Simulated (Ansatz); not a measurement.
## ZrSe2 (P-3m1): lattice vibrations

```
CELL_PARAMETERS angstrom
3.69151 0.00000 0.00000
-1.84576 3.19694 0.00000
0.00000 0.00000 5.94930
ATOMIC_POSITIONS crystal
Zr 0.00000 0.00000 0.00000
Se 0.33333 0.66667 0.26648
Se 0.66667 0.33333 0.73352
```

Conventional cell: a = 3.692 Å, b = 3.692 Å, c = 5.949 Å, α = 90.00°, β = 90.00°, γ = 120.00°. Zr (atom 1) has 6 Se at 2.66 Å as nearest neighbours. Se (atom 2) is surrounded by 3 Zr at 2.66 Å.

Unless marked otherwise, the numbers come from LDA, all-electron LAPW in Ansatz 0.2.0, scalar-relativistic. k mesh 10×10×6, Fermi-Dirac smearing of 0.080 eV, basis error target 0.5 meV/atom. The cell was relaxed by PAW under this functional, which moved its volume by -9 % from the database entry's.

Atoms are displaced by 0.01 Å in the smallest supercells that hold the wave vectors of a 2×2×2 mesh. Negative values stand for unstable modes.

Question: What are the phonon energies at the solved wave vectors, in meV?

Answer: 

| q | point | modes (meV) |
| --- | --- | --- |
| 0.000 0.000 0.000 | Gamma | 15.04 (×2), 18.08 (×2), 24.15, 31.39 |
| 0.500 0.000 0.000 | M | 9.41, 12.52, 12.84, 17.14, 17.90, 21.04, 22.56, 23.34, 31.91 |
| 0.000 0.000 0.500 | A | 3.58 (×2), 7.05, 15.32 (×2), 17.89 (×2), 23.53, 32.70 |
| 0.500 0.000 0.500 | L | 8.68, 12.12, 12.74, 16.75, 18.03, 21.09, 22.27, 23.60, 31.08 |

Question: Is the structure dynamically stable at these wave vectors?

Answer: Yes, no mode is unstable there; wave vectors off this mesh aren't tested.

Question: How do the optical zone-centre modes decompose, and which are active?

Answer: Point group -3m: Γ_opt = Eu + Eg + A1g + A2u.

```
label    meV  activity      mostly
   Eu  15.04        IR   Zr (63 %)
   Eg  18.08     Raman  Se (100 %)
  A1g  24.15     Raman  Se (100 %)
  A2u  31.39        IR   Zr (63 %)
```

In a metal the activity is that of symmetry alone; free carriers screen the infrared modes.

Question: How well do frozen-core PAW files reproduce these all-electron values?

Answer: With a cutoff of 420 eV and displacements of 0.0025 Å, the r.m.s. difference over the modes is 0.1 cm⁻¹; the largest difference is 102.5 (PAW) against 102.8 cm⁻¹ (LAPW).

Keep in mind: responses of metals move with mesh and smearing; no dispersion correction, so the spacing and stiffness between layers or molecules are poor; the frozen-core PAW files of the compared runs were fitted under PBE, their cores solved anew for this functional.
